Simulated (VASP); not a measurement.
**Ta2N: changing the dispersion correction**

The cell as given:

```
CELL_PARAMETERS angstrom
3.11286 0.00000 0.00000
-1.55643 2.69582 0.00000
0.00000 0.00000 4.86984
ATOMIC_POSITIONS crystal
Ta 0.33333 0.66667 0.25471
Ta 0.66667 0.33333 0.74529
N 0.00000 0.00000 0.00000
```

The cell comes from a database or a generator and needn't be the stable form of this composition.

Kept alike: task relaxation of cell and atoms; functional RPBE; k mesh 10 × 10 × 6; occupations fermi-dirac, width 0.05 eV; no spin polarisation. Program: VASP, PBE PAW files N, Ta_pv, 600 eV. The mesh is that of the run's cell of 3 atoms. No spin-orbit coupling.

| dispersion correction | volume (Å³/atom) | first edge of the run's cell (Å) | third edge of the run's cell (Å) |
| --- | --- | --- | --- |
| D3(zero) | 13.282 | 3.073 | 4.873 |
| D3(BJ) | 11.941 | 2.955 | 4.738 |
| D4 | 13.418 | 3.084 | 4.887 |
| none | 13.758 | 3.112 | 4.920 |

The relaxations keep at least the cell's symmetry (P-3m1). For a metal such a mesh leaves the last digits unconverged. Relaxations stop with a little pressure left, so the last digits of a volume or edge aren't settled. All rows use potentials made for PBE.

**Question.** What does the dispersion correction change here?

**Answer.** The volume runs from 11.941 (D3(BJ)) to 13.758 Å³/atom (none). Against no correction: D3(zero) -3.5 %; D3(BJ) -13.2 %; D4 -2.5 %. Dispersion terms mostly attract and so lower the volume; the schemes' coefficients and damping set how far. The first edge of the run's cell runs from 2.955 (D3(BJ)) to 3.112 Å (none). The third edge of the run's cell runs from 4.738 (D3(BJ)) to 4.920 Å (none).
